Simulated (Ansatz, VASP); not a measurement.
# SiO2: VASP beside Ansatz

```
Si O
1.0
     4.16612    0.00000    0.00000
     0.00000    4.16612    0.00000
     0.00000    0.00000    2.65888
Si O
2 4
Direct
  0.00000 0.00000 0.00000
  0.50000 0.50000 0.50000
  0.30670 0.30670 0.00000
  0.19330 0.80670 0.50000
  0.69330 0.69330 0.00000
  0.80670 0.19330 0.50000
```

Change from the starting cell: volume scaled by 0.99, crystal datasets.

Alike in both runs: task electric field gradients; functional PBE; k mesh 6 × 6 × 9; occupations fermi-dirac, width 0.03 eV; no spin polarisation.

|  | VASP | Ansatz |
| --- | --- | --- |
| version | VASP 6.6.1 | Ansatz 0.2.0 |
| potentials or method | VASP PAW PBE potentials, release 64 (Si, O), cutoff 520 eV | all-electron PAW with datasets made for the crystal, scalar-relativistic |

```csv
,VASP,Ansatz,Ansatz less VASP
gap on the k mesh at the Fermi level (eV),5.80,5.82,+0.025
pressure (GPa),14.6,14.3,-0.23
largest component of the traceless stress (GPa),1.40,0.93,-0.468
rms of the force components (eV/Å),0.150,0.140,-0.0102
Vzz of the field gradient on the site that differs most (V/Å²),22.8,19.9,-2.93
```

Atom by atom the forces differ by 0.010 eV/Å (rms over components). Ansatz ran all-electron here, so the differences hold the error of VASP's frozen core and of both bases.

Caveats: an odd mesh through Γ misses points on the zone boundary, where band edges often lie.
